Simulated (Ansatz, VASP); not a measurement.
**Cr in VASP and in Ansatz**

The input INCAR:

```
SYSTEM = Cr
PREC = Accurate
ENCUT = 520
EDIFF = 1E-7
ISMEAR = -1
SIGMA = 0.1
LREAL = .False.
LASPH = .True.
NELM = 100
ALGO = Normal
ISIF = 2
LWAVE = .False.
LCHARG = .False.
GGA = B5
ALDAX = 1.0
AGGAX = 1.0
AGGAC = 1.0
ALDAC = 0.0
NBANDS = 32
```

Contents of KPOINTS:

```
Automatic mesh
0
Gamma
  16 16 4
  0 0 0
```

POSCAR

```
Cr
1.0
    2.5204727940      0.0000000000      0.0000000000
   -1.2602363970      2.1827934692      0.0000000000
    0.0000000000      0.0000000000      8.9520916914
Cr
4
Direct
    0.0000000000      0.0000000000      1.0000000000
    1.0000000000      1.0000000000      0.5000000000
    0.3333333333      0.6666666667      0.2500000000
    0.6666666667      0.3333333333      0.7500000000
```

Input for Ansatz:

```yaml
crystal:
  lattice:
    - [2.520472794, 0.0, 0.0]
    - [-1.260236397, 2.1827934692, 0.0]
    - [0.0, 0.0, 8.9520916914]
  atoms:
    - { symbol: Cr, position: [0.0, 0.0, 1.0] }
    - { symbol: Cr, position: [1.0, 1.0, 0.5] }
    - { symbol: Cr, position: [0.3333333333, 0.6666666667, 0.25] }
    - { symbol: Cr, position: [0.6666666667, 0.3333333333, 0.75] }
hamiltonian:
  xc: blyp
  pseudopotentials:
    kind: paw
    azcp:
      Cr: "pseudopotentials/Cr.paw.azcp"
basis:
  ecutwfc: 420
  fft_grid_basis: typed
kpoints:
  mp_grid: { grid: [16, 16, 4], shift: [0, 0, 0] }
magnetization:
  spin_polarized: false
scf:
  occupations: { method: fermi_dirac, width: 0.1 }
  lower_state_search: "off"
output:
  stress: true
  write_density: true
  write_potential: true
  elf: true
  volumetric_format: npy
```

Alike in both runs: task single point; functional BLYP; k mesh 16 × 16 × 4; occupations fermi-dirac, width 0.1 eV; no spin polarisation.

|  | VASP | Ansatz |
| --- | --- | --- |
| version | VASP 6.6.1 | Ansatz 0.2.0 |
| potentials or method | VASP PAW PBE potentials, release 64 (Cr_pv) | plane waves (420 eV) with PAW, scalar-relativistic |
| plane-wave cutoff (eV) | 520 | 420 |
| valence electrons in the cell | 48 | 56 |

```csv
,VASP,Ansatz,Ansatz less VASP
pressure (GPa),-0.1,0.0,+0.15
```

The two sets of potentials don't hold the same shells in valence.

Caveats: the PAW data sets were made with another functional, which shifts forces and pressure a little (VASP); the run has no spin polarisation, though such a crystal can be magnetic. Spin polarisation is off, so any magnetic state and its effect on volume and gap are missing.
